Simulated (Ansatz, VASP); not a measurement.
# Zn: VASP and Ansatz over several settings

```
Zn
1.0
     2.67000    0.00000    0.00000
    -1.33500    2.31229    0.00000
     0.00000    0.00000    4.96600
Zn
2
Direct
  0.66667 0.33333 0.75000
  0.33333 0.66667 0.25000
```

Single points on this cell with VASP 6.6.1 and Ansatz 0.2.0. Each row is one pair of runs. Alike in all rows: spin: off; VASP's potentials, cutoff: VASP PAW PBE potentials, release 64 (Zn), 520 eV.

```tsv
level	k mesh	smearing	Ansatz's potentials, cutoff	gap on the k mesh at the Fermi level (eV), VASP	gap on the k mesh at the Fermi level (eV), Ansatz	pressure (GPa), VASP	pressure (GPa), Ansatz	largest component of the traceless stress (GPa), VASP	largest component of the traceless stress (GPa), Ansatz
PBE	11 × 11 × 6	fermi-dirac, width 0.05 eV	Ansatz PAW, 420 eV	none	?	-0.4	?	0.68	?
r2SCANh+D3(BJ)	6 × 6 × 3	gaussian, width 0.1 eV	Ansatz PAW, 500 eV	none	none	-6.2	-6.5	5.85	5.88
PBEsol	11 × 11 × 6	fermi-dirac, width 0.05 eV	Ansatz PAW, 420 eV	none	none	-5.3	-5.6	0.07	0.05
```

Question: Fill in what Ansatz gave in row 1.

Answer: gap on the k mesh at the Fermi level (eV): none; pressure (GPa): -0.7; largest component of the traceless stress (GPa): 0.56.

A gap of «none» marks a metal or a gap that the smearing closes.

Caveats: the k mesh is coarse (spacing up to 0.45 Å⁻¹), so the values aren't converged, least of all with exact exchange (some rows); pairwise dispersion overbinds metals, which lowers pressure and volume (some rows); the PAW data sets were made with another functional, which shifts forces and pressure a little (VASP); the PAW data sets come from PBE, with cores solved anew for the run's functional, which leaves a small shift of forces and pressure (Ansatz); the dispersion damping was fitted for another functional or another form of the correction (Ansatz); the thresholds are loose for stress (Ansatz).
